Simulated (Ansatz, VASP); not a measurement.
## SiC in VASP and in Ansatz

Contents of POSCAR:

```
SiC
1.0
    3.0753562433      0.0000000000      0.0000000000
   -1.5376781217      2.6633366324      0.0000000000
    0.0000000000      0.0000000000      5.0481080951
Si C
2 2
Direct
    0.3333333333      0.6666666667     -0.0004084047
    0.6666666667      0.3333333333      0.4995915953
    0.3333333333      0.6666666667      0.3754084047
    0.6666666667      0.3333333333      0.8754084047
```

The input INCAR.step1:

```
SYSTEM = SiC
ALGO     = Normal         ! electronic algorithm
EDIFF    = 1E-4           ! SCF threshold, eV
ENCUT    = 520            ! plane-wave cutoff, eV
GGA      = PE             ! functional
ISMEAR   = 0              ! smearing method
LASPH    = .True.         ! aspherical terms in the spheres
LCHARG   = .False.        ! write CHGCAR
LREAL    = .False.        ! projectors in reciprocal space
LWAVE    = .True.         ! write WAVECAR
NBANDS   = 16             ! bands
NELM     = 80             ! most SCF steps
PREC     = Accurate       ! precision mode
SIGMA    = 0.01           ! smearing width, eV
```

Contents of INCAR.step2:

```
SYSTEM = SiC
ALGO     = Normal         ! electronic algorithm
EDIFF    = 1E-6           ! SCF threshold, eV
ENCUT    = 520            ! plane-wave cutoff, eV
ISIF     = 2              ! what is computed and relaxed
ISMEAR   = 0              ! smearing method
ISTART   = 1            
LASPH    = .True.         ! aspherical terms in the spheres
LCHARG   = .False.        ! write CHGCAR
LMIXTAU  = .True.       
LREAL    = .False.        ! projectors in reciprocal space
LWAVE    = .False.        ! write WAVECAR
METAGGA  = R2SCAN         ! meta-GGA
NBANDS   = 16             ! bands
NELM     = 80             ! most SCF steps
PREC     = Accurate       ! precision mode
SIGMA    = 0.01           ! smearing width, eV
```

KPOINTS

```
k-points
0
Gamma
  12 12 6
  0 0 0
```

Input for Ansatz:

```yaml
crystal:
  lattice:
    - [3.0753562433, 0.0, 0.0]
    - [-1.5376781217, 2.6633366324, 0.0]
    - [0.0, 0.0, 5.0481080951]
  atoms:
    - { symbol: Si, position: [0.3333333333, 0.6666666667, -0.0004084047] }
    - { symbol: Si, position: [0.6666666667, 0.3333333333, 0.4995915953] }
    - { symbol: C, position: [0.3333333333, 0.6666666667, 0.3754084047] }
    - { symbol: C, position: [0.6666666667, 0.3333333333, 0.8754084047] }
kpoints:
  mp_grid: { grid: [12, 12, 6] }
  band_path:
    path:
      - [0.0, 0.0, 0.0]
      - [0.5, 0.0, 0.0]
      - [0.3333333333, 0.3333333333, 0.0]
      - [0.0, 0.0, 0.5]
      - [0.5, 0.0, 0.5]
      - [0.3333333333, 0.3333333333, 0.5]
    npoints: 1
hamiltonian:
  xc: r2scan
scf:
  occupations: { method: fixed }
  n_extra_bands: 5
output:
  forces: true
  stress: true
  eigenvalues: true
```

The cell was built by a generator and needn't be a form met in nature.

Alike in both runs: task single point; functional r2SCAN; k mesh 12 × 12 × 6; no spin polarisation.

|  | VASP | Ansatz |
| --- | --- | --- |
| version | VASP 6.6.1 | Ansatz 0.2.0 |
| potentials or method | VASP PAW PBE potentials, release 64 (Si, C) | plane waves, PAW |
| plane-wave cutoff (eV) | 520 | 500 |
| occupations | gaussian, width 0.01 eV | fixed |
| valence electrons in the cell | 16 | 16 |

Ansatz gave:

```
gap on the k mesh at the Fermi level (eV) : 2.65
pressure (GPa)                            : 0.0
```

Question: Estimate VASP's values.

Answer: gap on the k mesh at the Fermi level (eV): 2.66; pressure (GPa): -0.2.

Caveats: the PAW data sets were made with another functional, which shifts forces and pressure a little (VASP). r2SCAN opens gaps a little over a GGA but as a rule still falls short of measured ones. A k mesh can miss the band edges.
